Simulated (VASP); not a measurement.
## B: single point with RPBE

B:

```
CELL_PARAMETERS angstrom
2.46371 1.42242 4.20736
-2.46371 1.42242 4.20736
0.00000 -2.84485 4.20736
ATOMIC_POSITIONS crystal
B 0.01018 0.65399 0.01018
B 0.01018 0.01018 0.65399
B 0.65399 0.01018 0.01018
B 0.98982 0.34601 0.98982
B 0.34601 0.98982 0.98982
B 0.98982 0.98982 0.34601
B 0.22086 0.63086 0.22086
B 0.22086 0.22086 0.63086
B 0.63086 0.22086 0.22086
B 0.77914 0.36914 0.77914
B 0.36914 0.77914 0.77914
B 0.77914 0.77914 0.36914
```

* Program: VASP 6.6.1
* Task: single point
* Functional: RPBE
* Potentials or basis: VASP PAW PBE potentials, release 64 (B)
* Cutoff: 520 eV
* k mesh: 6 × 6 × 6
* Occupations: fermi-dirac, width 0.05 eV
* Spin: non-collinear spin, zero start, spin-orbit coupling

The pressure is 0.0 GPa and the largest force is 0.016 eV/Å. The net moment is 0.00 μB per cell and the valence electrons inside the program's atomic spheres are B 2.09, 1.93.

Forces in eV/Å, atoms in the order of the input:
```
B    0.009 -0.005 -0.004
B    0.000  0.010 -0.004
B   -0.009 -0.005 -0.004
B   -0.009  0.005  0.004
B    0.009  0.005  0.004
B    0.000 -0.010  0.004
B    0.014 -0.008  0.002
B    0.000  0.016  0.002
B   -0.014 -0.008  0.002
B   -0.014  0.008 -0.002
B    0.014  0.008 -0.002
B    0.000 -0.016 -0.002
```

Moments on the atoms (μB; x, y, z):
```
B   0.00 0.00 0.00
B   0.00 0.00 0.00
B   0.00 0.00 0.00
B   0.00 0.00 0.00
B   0.00 0.00 0.00
B   0.00 0.00 0.00
B   0.00 0.00 0.00
B   0.00 0.00 0.00
B   0.00 0.00 0.00
B   0.00 0.00 0.00
B   0.00 0.00 0.00
B   0.00 0.00 0.00
```

It took 6.8 min on 1 thread of Intel(R) Xeon(R) Platinum 8559C (Emerald Rapids), on a shared host, peak memory 0.58 GiB.

Caveat: the PAW data sets were made with another functional, which shifts forces and pressure a little.
